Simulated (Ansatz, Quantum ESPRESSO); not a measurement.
## TiAl: the pressure in 2 programs

The cell as given:

Symmetry: P4/mmm, No. 123, tetragonal system. Conventional cell: a = 2.837 Å, b = 2.837 Å, c = 4.059 Å, α = 90.00°, β = 90.00°, γ = 90.00°. Ti (site symmetry 4/mmm) is surrounded by 4 Ti at 2.84 Å and 8 Al at 2.85 Å. Al (site symmetry 4/mmm) has 4 Al at 2.84 Å and 8 Ti at 2.85 Å as nearest neighbours.

Kept alike: task relaxation of cell and atoms; functional PBEsol; k mesh 9 × 9 × 7; occupations fermi-dirac, width 0.05 eV; no spin polarisation. The mesh is that of the run's cell of 2 atoms. No spin-orbit coupling.

- A: Ansatz, all-electron LAPW, scalar-relativistic
- B: Quantum ESPRESSO, GBRV 1.5 PBEsol, cutoff 707 eV

| pressure (GPa) | A: volume (Å³/atom) | B: volume (Å³/atom) |
| --- | --- | --- |
| 0 | 15.782 | 15.765 |
| 5 | 15.185 | 15.172 |
| 10 | 14.681 | 14.669 |

Values hold for each row's relaxed cell, which stops near the pressure aimed at. The runs follow the start's structure, whether or not it is the stable one at these pressures.

**Question.** How large is the effect of the pressure, and do the programs agree on it?

**Answer.** From 0 to 10 GPa the volume moves by -1.101 in A, -1.096 in B (Å³/atom). Row by row the programs differ by 0.012 to 0.017, and over this span the shifts, as printed, agree within 1 %.
